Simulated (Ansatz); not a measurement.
KBr: the gap against volume

KBr, Fm-3m, a = 6.701 Å. Ansatz: PBE, PAW, 420 eV, Γ-centred 6×6×6 mesh on 2 atoms, Gaussian smearing 0.02 eV; no spin polarisation. Symmetry fixes shape and atoms, so the cell is only scaled; x = ln(V/V0) with V0 = 37.610 Å³/atom. The gap is read at the mesh points alone.

| x | gap y (eV) |
| --- | --- |
| -0.1278 | 4.669 |
| -0.0943 | 4.571 |
| -0.0619 | 4.480 |
| -0.0305 | 4.395 |
| 0.0000 | 4.316 |
| 0.0296 | 4.242 |
| 0.0583 | 4.173 |
| 0.0953 | ? |

Question: Fit a straight line to the other rows, give the volume deformation potential of the gap and its pressure coefficient, and predict the missing gap. B0 = 13.5 GPa.

Answer: Means x = -0.03237, y = 4.4066; Σ(Δx)² = 0.02693, ΣΔxΔy = -0.07172; the slope is their ratio. y = 4.3203 − 2.6637 x. The slope is the deformation potential a = dE_g/d ln V = -2.66 eV, and dE_g/dP = −a/B0 = 197 meV/GPa. With a term in x² added, the coefficient of x becomes -2.547, 4 % less, which shows how far this figure hangs on the form. At x = 0.0953 the fit asked for gives 4.066 eV. The run gave 4.086 eV, so the fit is 0.020 eV too low, 3.4 % of the span of the series, against an rms of 0.006 eV on the fitted rows. The row lies outside the fitted range. With a term in x² added, a fit to the same known rows predicts 4.088 eV, so most of the miss is curvature that the known rows already hold.

Spin-orbit coupling is left out; it would lift a valence top of Br p states by 0.1 to 0.15 eV. Semilocal functionals give gaps under the measured ones; changes of the gap mostly carry over better.